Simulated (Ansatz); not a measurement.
Nb:

```xyz
1
Lattice="-1.6640 1.6640 1.6640 1.6640 -1.6640 1.6640 1.6640 1.6640 -1.6640" Properties=species:S:1:pos:R:3 pbc="T T T"
Nb    0.0000    0.0000    0.0000
```

Program: Ansatz 0.2.0. Alike in all runs: task band structure; cell as given; smearing fermi-dirac 0.05 eV; basis error allowed 0.001 eV/atom.

**Question.** Order these runs on this cell by their pressure, lowest first.
A. level revPBE; potentials or basis all-electron LAPW, scalar-relativistic; spin off; k mesh 11 × 11 × 11; cutoff (eV) 217
B. level LDA; potentials or basis all-electron LAPW, relativistic spinors; spin SOC, no magnetisation; k mesh 8 × 8 × 8; cutoff (eV) 219
C. level PBEsol; potentials or basis all-electron LAPW, relativistic spinors; spin SOC, no magnetisation; k mesh 8 × 8 × 8; cutoff (eV) 220

**Answer.** B (-11.8 GPa), C (-8.1 GPa), A (0.0 GPa).

Caveats: the k mesh is thin for a metal, which can move the energy by tens of meV per atom (some runs).

Runs at the PBE level aren't shown here.
